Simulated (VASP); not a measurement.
Given:

```yaml
crystal:
  lattice:
    - [6.20829, 0.00000, 0.00000]
    - [0.00000, 6.20829, 0.00000]
    - [0.00000, 0.00000, 6.20829]
  atoms:
    - { symbol: Cs, position: [0.00000, 0.00000, 0.00000] }
    - { symbol: Pb, position: [0.50000, 0.50000, 0.50000] }
    - { symbol: I, position: [0.50000, 0.00000, 0.50000] }
    - { symbol: I, position: [0.00000, 0.50000, 0.50000] }
    - { symbol: I, position: [0.50000, 0.50000, 0.00000] }
```

Computed with PBEsol GGA, VASP's PBE PAW potentials (set 64) (plane waves; VASP). Settings: 520 eV cut-off, 4×4×4 Γ-centred mesh, tetrahedra with Blöchl corrections, potentials Cs_sv Pb_d I.

The cores are frozen, which limits the accuracy of field gradients.

Q: Give the principal components of the electric field gradient (V/Å²) and the asymmetry η at each nucleus.

A: 
```json
[
 {"atom": "Cs1", "Vxx": "0.0", "Vyy": "0.0", "Vzz": "0.0", "η": "-"},
 {"atom": "Pb2", "Vxx": "0.0", "Vyy": "0.0", "Vzz": "0.0", "η": "-"},
 {"atom": "I3", "Vxx": "-159.7", "Vyy": "-159.7", "Vzz": "319.5", "η": "0.00"},
 {"atom": "I4", "Vxx": "-159.7", "Vyy": "-159.7", "Vzz": "319.5", "η": "0.00"},
 {"atom": "I5", "Vxx": "-159.7", "Vyy": "-159.7", "Vzz": "319.5", "η": "0.00"}
]
```

The compound is CsPbI3 in the cubic perovskite structure, the ideal cubic form; the compound distorts at low or room temperature. It was relaxed first.
